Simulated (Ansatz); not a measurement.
# MoS2: energy against volume in PBE, exact exchange and the RPA

The task here is to estimate one member of a computed series from the others.

The runs shown are made with Ansatz 0.2.0. PBE orbitals, norm-conserving pseudopotentials, plane waves. Calculated at 0 K for a non-magnetic cell.

## The structure to begin with

The cell was relaxed beforehand with r2SCAN+rVV10; volume changes: +0 %, -5 %, +5 %, -10 %, +10 %.

The symmetry is R3m (No. 160, trigonal); conventional cell a = 3.175 Å, c = 18.582 Å, 18.03 Å³ an atom. Mo has 6 S at 2.40 Å; S has 3 Mo at 2.40 Å.

As a file:

Space group R3m:H (No. 160). a = 3.175 Å, b = 3.175 Å, c = 18.582 Å, α = 90.00°, β = 90.00°, γ = 120.00°
| atom | site | symmetry | x | y | z |
| --- | --- | --- | --- | --- | --- |
| Mo | 3a | 3m | 0.0000 | 0.0000 | 0.0000 |
| S | 3a | 3m | 0.3333 | 0.6667 | 0.2497 |
| S | 3a | 3m | 0.6667 | 0.3333 | 0.0837 |

Set-up of the first run:

input.yaml

```yaml
crystal:
  lattice:
    - [1.5875907341, 0.9165959377, 6.1939395585]
    - [-1.5875907341, 0.9165959377, 6.1939395585]
    - [0.0, -1.8331918754, 6.1939395585]
  atoms:
    - { symbol: Mo, position: [-1.46006e-05, -1.46006e-05, -1.46006e-05] }
    - { symbol: S, position: [0.4170015125, 0.4170015125, 0.4170015125] }
    - { symbol: S, position: [0.2496797548, 0.2496797548, 0.2496797548] }
kpoints:
  mp_grid: { grid: [4, 4, 4] }
hamiltonian:
  xc: pbe
  pseudopotentials: { kind: nc }
scf:
  occupations: { method: fixed }
output:
  rpa_energy:
    ecut_chi_ladder: [125, 140, 155, 172, 189]
    long_wavelength: optical_limit
basis:
  ecutwfc: 1088.45545
```

Steps of the session up to this table: The unscaled cell; Volume -5 %; Volume +5 %; Volume -10 %; Volume +10 %.

One of the session's tables, all rows but one given; the rest of the session is left out.

It belongs to the step «The three curves». Energies in meV/atom from the unscaled cell:

| volume (Å³/atom) | PBE | exact exchange | EXX+RPA | RPA correlation |
| --- | --- | --- | --- | --- |
| 16.224 | 124.1 | 98.8 | 86.3 | -12.5 |
| 17.125 | ? | ? | ? | ? |
| 18.027 | 0.0 | 0.0 | 0.0 | 0.0 |
| 18.928 | 8.3 | 31.6 | 26.6 | -5.0 |
| 19.829 | 49.1 | 101.2 | 92.3 | -8.9 |

Estimate the missing values for volume (Å³/atom) = 17.125.

Worked estimate for «PBE». A straight line through the neighbours (16.224, 124.1) and (18.027, 0.0) gives 124.1 + (0.0 − 124.1) × (17.125 − 16.224) / (18.027 − 16.224) = 62.1; a parabola fitted to 3 rows on both sides gives 38.6.

**Answer.** PBE: 34.3; exact exchange: 17.5; EXX+RPA: 18.8; RPA correlation: 1.3. In «PBE» the line misses by +27.8 and the parabola by +4.3.
